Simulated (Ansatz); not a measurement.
# Mg2Ge: a single-point run

The task is a single-point run on Mg2Ge. The structure is shown as the input types it.

Computed with Ansatz 0.2.0 (density functional or hybrid calculation with the settings of its input, plane waves (as first typed), unless a step's input says otherwise).

4 further runs of the same task are left out: 4 that didn't finish.

## 1. The system as given

It takes space group Fm-3m (No. 225, cubic). The conventional cell has a = 6.366 Å, b = 6.366 Å, c = 6.366 Å, α = 90.00°, β = 90.00°, γ = 90.00°. Around Ge (site symmetry m-3m) lie 8 Mg at 2.76 Å. Mg (site symmetry -43m) is surrounded by 4 Ge at 2.76 Å.

As a file:

```
CELL_PARAMETERS angstrom
0.00000 3.18310 3.18310
3.18310 0.00000 3.18310
3.18310 3.18310 0.00000
ATOMIC_POSITIONS crystal
Ge 0.00000 0.00000 0.00000
Mg 0.25000 0.25000 0.25000
Mg 0.75000 0.75000 0.75000
```

## 2. The calculation

File input.yaml:

```yaml
crystal:
  lattice:
    - [0.0, 3.183101237, 3.183101237]
    - [3.183101237, 0.0, 3.183101237]
    - [3.183101237, 3.183101237, 0.0]
  atoms:
    - { symbol: Ge, position: [0.0, 0.0, 0.0] }
    - { symbol: Mg, position: [0.25, 0.25, 0.25] }
    - { symbol: Mg, position: [0.75, 0.75, 0.75] }
kpoints:
  mp_grid: { grid: [6, 6, 6] }
hamiltonian:
  xc: pbe
scf:
  occupations: { method: fermi_dirac, width: 0.02 }
  n_extra_bands: 4
  convergence: { dr2_threshold: 1.0e-20 }
  max_iter: 62
output:
  forces: true
  stress: true
  eigenvalues: true
```

On the command line:

```sh
ansatz run input.yaml --threads 4 --pin off --max-ram 3686MiB --backend cpu --events-out ev --progress --plain --runs-dir out
```

Q: Will this input give a usable result? If not, why, and what should change?

This run ends as converged. Convergence says nothing about whether the input makes sense.

Look at the input: scf.convergence.dr2_threshold is 1.0e-20. The risk: threshold needlessly tight. Once met, so tight a threshold does no harm; it costs cycles.

Run again and compare: delete scf.convergence.dr2_threshold (the default then holds).
